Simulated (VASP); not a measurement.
# As in VASP: notebook, part 2 of 2

VASP 6.6.1. Earlier steps stand in the parts before.

### 3 Relaxation of cell and atoms, PBEsol

This run uses another cell than the first one, of 104.94 Å³/atom, 0.890 times its volume.

Contents of INCAR:

```
SYSTEM = As
ALGO     = Normal         ! electronic algorithm
EDIFF    = 1E-7           ! SCF threshold, eV
EDIFFG   = -0.005         ! ionic threshold
ENCUT    = 600            ! plane-wave cutoff, eV
GGA      = PS             ! functional
IBRION   = 2              ! ionic algorithm
ISIF     = 3              ! what is computed and relaxed
ISMEAR   = 0              ! smearing method
LASPH    = .TRUE.         ! aspherical terms in the spheres
LATTICE_CONSTRAINTS= .TRUE. .TRUE. .FALSE.
LCHARG   = .FALSE.        ! write CHGCAR
LREAL    = .FALSE.        ! projectors in reciprocal space
LWAVE    = .FALSE.        ! write WAVECAR
NELM     = 80             ! most SCF steps
NSW      = 90             ! ionic steps
PREC     = Accurate       ! precision mode
SIGMA    = 0.03           ! smearing width, eV
```

Contents of KPOINTS:

```
k-points
0
G
  9 9 1
  0 0 0
```

Contents of POSCAR:

```
As                                      
1.0
    3.5480753935      0.0000000000      0.0000000000
   -1.7740376967      3.0727234257      0.0000000000
    0.0000000000      0.0000000000     19.2510060700
  As            
     2
Direct
     0.3333333300000021    0.6666666699999979    0.4637208038051928
     0.6666666699999979    0.3333333300000021    0.5362791961948070
```

Potentials or basis: VASP PAW PBE potentials, release 64 (As).

The run is started by

```
> cat potpaw_PBE.64/As/POTCAR > POTCAR
> mpirun -np 1 vasp_std > vasp.out
```

OUTCAR:

```text
SYSTEM = As
   EDIFF = 1E-7
   EDIFFG = -0.005
   ENCUT = 600
   GGA = PS
   IBRION = 2
   ISIF = 3
   ISMEAR = 0
   LASPH = .TRUE.
   LREAL = .FALSE.
   NELM = 80
   NSW = 90
   PREC = Accurate

 ion  position               nearest neighbor table
   1  0.333  0.667  0.464-   2 2.48   2 2.48   2 2.48
   2  0.667  0.333  0.536-   1 2.48   1 2.48   1 2.48

  LATTYP: Found a hexagonal cell.
 ALAT       =     3.5480753935
 C/A-ratio  =     5.4257601474

  Lattice vectors:

 A1 = (   3.5480753935,   0.0000000000,   0.0000000000)
 A2 = (  -1.7740376967,   3.0727234257,   0.0000000000)
 A3 = (   0.0000000000,   0.0000000000,  19.2510060700)

Analysis of symmetry for initial positions (statically):
=====================================================================
 Subroutine PRICEL returns:
 Original cell was already a primitive cell.

 Routine SETGRP: Setting up the symmetry group for a
 hexagonal supercell.

 Subroutine GETGRP returns: Found 12 space group operations
 (whereof 12 operations were pure point group operations)
 out of a pool of 24 trial point group operations.

The static configuration has the point symmetry D_3d.

Analysis of symmetry for dynamics (positions and initial velocities):
=====================================================================
 Subroutine PRICEL returns:
 Original cell was already a primitive cell.

 Routine SETGRP: Setting up the symmetry group for a
 hexagonal supercell.

 Subroutine GETGRP returns: Found 12 space group operations
 (whereof 12 operations were pure point group operations)
 out of a pool of 24 trial point group operations.

The dynamic configuration has the point symmetry D_3d.

 Subroutine INISYM returns: Found 12 space group operations
 (whereof 12 operations are pure point group operations),
 and found     1 'primitive' translations

----------------------------------------------------------------------------------------

                                     Primitive cell

  volume of cell :     209.8794

  direct lattice vectors                    reciprocal lattice vectors
     3.548075394  0.000000000  0.000000000     0.281842940  0.162722097  0.000000000
    -1.774037697  3.072723426  0.000000000     0.000000000  0.325444194  0.000000000
     0.000000000  0.000000000 19.251006070     0.000000000  0.000000000  0.051945337

  length of vectors
     3.548075394  3.548075394 19.251006070     0.325444194  0.325444194  0.051945337

  position of ions in fractional coordinates (direct lattice)
     0.333333330  0.666666670  0.463720804
     0.666666670  0.333333330  0.536279196

  ion indices of the primitive-cell ions
   primitive index   ion index
                 1           1
                 2           2

[... 94 lines left out ...]
 maximum number of plane-waves:      7047
   NGX = 15   NGY = 15   NGZ = 77

--------------------------------------- Ionic step        1  -------------------------------------------

 number of electron      10.0000000 magnetization

 Free energy of the ion-electron system (eV)
  ---------------------------------------------------
  ext. energy  EPLUGINS =         0.00000000
  ---------------------------------------------------
  free energy    TOTEN  =       -10.00929551 eV

  energy without entropy =      -10.00929551  energy(sigma->0) =      -10.00929551

------------------------ aborting loop because EDIFF is reached ----------------------------------------

  FORCE on cell =-STRESS in cart. coord.  units (eV):
  Direction    XX          YY          ZZ          XY          YZ          ZX
  --------------------------------------------------------------------------------------
  -------------------------------------------------------------------------------------
  Total        0.0147905      0.0147905     -0.0077861      0.0000000      0.0000000     -0.0000000
  in kB        0.1129081      0.1129081     -0.0594378      0.0000000      0.0000000     -0.0000000
  external PRESSURE =       0.0554595 kB  Pullay stress =       0.0000000 kB

 VOLUME and BASIS-vectors are now :
 -----------------------------------------------------------------------------
  energy-cutoff  :      600.00
  volume of cell :      209.88
      direct lattice vectors                 reciprocal lattice vectors
     3.548075394  0.000000000  0.000000000     0.281842940  0.162722097  0.000000000
    -1.774037697  3.072723426  0.000000000     0.000000000  0.325444194  0.000000000
     0.000000000  0.000000000 19.251006070     0.000000000  0.000000000  0.051945337

 POSITION                                       TOTAL-FORCE (eV/Angst)
 -----------------------------------------------------------------------------------
     -0.00000      2.04848      8.92709         0.000000     -0.000000      0.005042
      1.77404      1.02424     10.32391        -0.000000      0.000000     -0.005042
 -----------------------------------------------------------------------------------
    total drift:                               -0.000000     -0.000000      0.000000

  FREE ENERGIE OF THE ION-ELECTRON SYSTEM (eV)
  ---------------------------------------------------
  free  energy   TOTEN  =       -10.0092955131 eV

  energy  without entropy=      -10.0092955131  energy(sigma->0) =      -10.00929551

--------------------------------------- Ionic step        2  -------------------------------------------

 number of electron      10.0000000 magnetization

 Free energy of the ion-electron system (eV)
  ---------------------------------------------------
  ext. energy  EPLUGINS =         0.00000000
  ---------------------------------------------------
  free energy    TOTEN  =       -10.00930228 eV

  energy without entropy =      -10.00930228  energy(sigma->0) =      -10.00930228

 E-fermi :  -3.1531     XC(G=0):  -2.7462

 val. band max:       -3.2964805552   @ k =   0.0000   0.0000   0.0000
 cond. band min:      -1.8308857750   @ k =   0.3333   0.0000   0.0000
 fundamental gap:      1.4655947802
 Fermi energy:        -3.1530612417

 k-point     1 :       0.0000    0.0000    0.0000
  band No.  band energies     occupation
      1     -17.1454      2.00000
      2     -10.6531      2.00000
      3      -4.0658      2.00000
      4      -3.2965      2.00000
      5      -3.2965      2.00000
      6      -1.2448      0.00000
      7       0.2284      0.00000
      8       0.2284      0.00000
      9       1.5493      0.00000
[... 121 lines left out ...]
 k-point    12 :       0.3333    0.3333    0.0000
  band No.  band energies     occupation
      1     -13.4117      2.00000
      2     -13.4117      2.00000
      3      -7.9694      2.00000
      4      -5.4525      2.00000
      5      -5.4525      2.00000
      6      -1.5271      0.00000
      7       1.2247      0.00000
      8       1.2247      0.00000
      9       4.7248      0.00000

------------------------ aborting loop because EDIFF is reached ----------------------------------------

  FORCE on cell =-STRESS in cart. coord.  units (eV):
  Direction    XX          YY          ZZ          XY          YZ          ZX
  --------------------------------------------------------------------------------------
  -------------------------------------------------------------------------------------
  Total       -0.0003066     -0.0003066     -0.0065122     -0.0000000      0.0000000      0.0000000
  in kB       -0.0023387     -0.0023387     -0.0496771     -0.0000000      0.0000000      0.0000000
  external PRESSURE =      -0.0181182 kB  Pullay stress =       0.0000000 kB

 VOLUME and BASIS-vectors are now :
 -----------------------------------------------------------------------------
  energy-cutoff  :      600.00
  volume of cell :      210.03
      direct lattice vectors                 reciprocal lattice vectors
     3.549341232  0.000000000  0.000000000     0.281742423  0.162664064  0.000000000
    -1.774670616  3.073819674  0.000000000    -0.000000000  0.325328128  0.000000000
     0.000000000  0.000000000 19.251006070     0.000000000  0.000000000  0.051945337

 POSITION                                       TOTAL-FORCE (eV/Angst)
 -----------------------------------------------------------------------------------
     -0.00000      2.04921      8.92734        -0.000000      0.000000      0.003368
      1.77467      1.02461     10.32367         0.000000     -0.000000     -0.003368
 -----------------------------------------------------------------------------------
    total drift:                               -0.000000      0.000000     -0.000000

  FREE ENERGIE OF THE ION-ELECTRON SYSTEM (eV)
  ---------------------------------------------------
  free  energy   TOTEN  =       -10.0093022777 eV

  energy  without entropy=      -10.0093022777  energy(sigma->0) =      -10.00930228

 reached required accuracy - stopping structural energy minimisation
```

Wall time 36 s (1 thread of Intel Xeon 6975P-C (Granite Rapids), shared host); peak memory 0.35 GiB.

Results:

* Free energy: -10.0093 eV
* Relaxed volume: 105.01 Å³/atom
* Relaxed cell: a = 3.549 Å, b = 3.549 Å, c = 19.251 Å, α = 90.00°, β = 90.00°, γ = 120.00°
* Space group after relaxing (to 0.05 Å): P-3m1 (No. 164)
* Energy gained by relaxing: 0.0 meV/atom
* Ionic steps: 2
* Largest force after relaxing: 0.003 eV/Å
* Band gap on the k mesh: 1.47 eV, indirect (least direct gap 2.05 eV)

Forces in eV/Å, atoms in the order of the input:
```
As   0.000  0.000  0.003
As   0.000  0.000 -0.003
```

Final structure:
```cif
data_structure
_symmetry_space_group_name_H-M 'P 1'
_symmetry_Int_Tables_number 1
_cell_length_a 3.5493
_cell_length_b 3.5493
_cell_length_c 19.2510
_cell_angle_alpha 90.000
_cell_angle_beta 90.000
_cell_angle_gamma 120.000
_cell_volume 210.03
loop_
_atom_site_label
_atom_site_type_symbol
_atom_site_fract_x
_atom_site_fract_y
_atom_site_fract_z
_atom_site_occupancy
As1 As 0.33333 0.66667 0.46373 1
As2 As 0.66667 0.33333 0.53627 1
```

Caveat: the PAW data sets were made with another functional, which shifts forces and pressure a little. As with any semilocal functional, this PBEsol gap is likely too small.
